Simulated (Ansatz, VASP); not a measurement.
ZrB2 in VASP and in Ansatz

```
CELL_PARAMETERS angstrom
3.16500 0.00000 0.00000
-1.58250 2.74097 0.00000
0.00000 0.00000 3.52000
ATOMIC_POSITIONS crystal
Zr 0.00000 0.00000 0.00000
B 0.33333 0.66667 0.50000
B 0.66667 0.33333 0.50000
```

Alike in both runs: task relaxation of cell and atoms; functional PBEsol; k mesh 15 × 15 × 12; occupations gaussian, width 0.1 eV; no spin polarisation.

|  | VASP | Ansatz |
| --- | --- | --- |
| version | VASP 6.6.1 | Ansatz 0.2.0 |
| potentials or method | VASP PAW PBE potentials, release 64 (Zr_sv, B) | scalar-relativistic, plane waves, PAW |
| plane-wave cutoff (eV) | 600 | 520 |
| valence electrons in the cell | 18 | 18 |

```tsv
	VASP	Ansatz	Ansatz less VASP
gap on the k mesh at the Fermi level, each at its own relaxed structure (eV)	none	none	-
relaxed volume (Å³/atom)	10.09	10.08	-0.013
relaxed cell length with the largest relative difference (Å)	3.509	3.507	-0.0019
```

A gap of «none» marks a metal or a gap that the smearing closes.

Caveats: the PAW data sets were made with another functional, which shifts forces and pressure a little (VASP).
